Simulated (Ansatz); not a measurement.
**In: elastic constants with PBEsol**

Crystal: In.

```
CELL_PARAMETERS angstrom
3.33548 0.00000 0.00000
-1.66774 2.88861 0.00000
0.00000 0.00000 5.50914
ATOMIC_POSITIONS crystal
In 0.66667 0.33333 0.75000
In 0.33333 0.66667 0.25000
```

This isn't the form of In at room conditions, which is tetragonal.

```json
{
  "Program": "Ansatz 0.2.0",
  "Task": "elastic constants",
  "Functional": "PBEsol",
  "Potentials or basis": "Ansatz PAW",
  "Cutoff": "420 eV (not typed: the program's choice for these potentials)",
  "k mesh": "7 × 7 × 4",
  "Occupations": "fermi-dirac, width 0.05 eV",
  "Spin": "no spin polarisation",
  "Atoms under strain": "relaxed"
}
```

```yaml
Pressure: -1.7 GPa
Band_gap_on_the_k_mesh: none (metal or under the smearing width)
Voigt_bulk_modulus: 34 GPa
```

Stress tensor (GPa, compression positive):
```
-1.36  0.00  0.00
 0.00 -1.36  0.00
 0.00  0.00 -2.43
```

Levels at points of the mesh, in eV from the Fermi level:
```
            k point  band 9  band 10  band 11  band 12  band 13  band 14  band 15  band 16  band 17
 (0.00, 0.00, 0.00)  -14.32   -14.32    -9.54    -4.53    -3.44     8.29     8.29    10.10    10.10
(0.00, 0.00, -0.50)  -14.39   -14.39    -8.19    -8.19     2.82     2.82     9.28     9.28     9.28
```

Elastic tensor in Voigt notation (GPa, in the Cartesian axes of the cell as first typed):
```
 74  46  -8   0   0   0
 46  74  -8   0   0   0
-10 -10 105   0   0   0
  0   0   0 -16   0   0
  0   0   0   0 -16   0
  0   0   0   0   0  14
```

Run time: 32 s on 2 threads of Intel(R) Xeon(R) Processor @ 2.50GHz (Skylake/Cascade Lake) (shared host), peak memory 0.39 GiB.

Caveat: the elastic tensor has a negative eigenvalue, so either the cell is unstable as it stands or the mesh is too thin; the PAW data sets come from PBE, with cores solved anew for the run's functional, which leaves a small shift of forces and pressure.
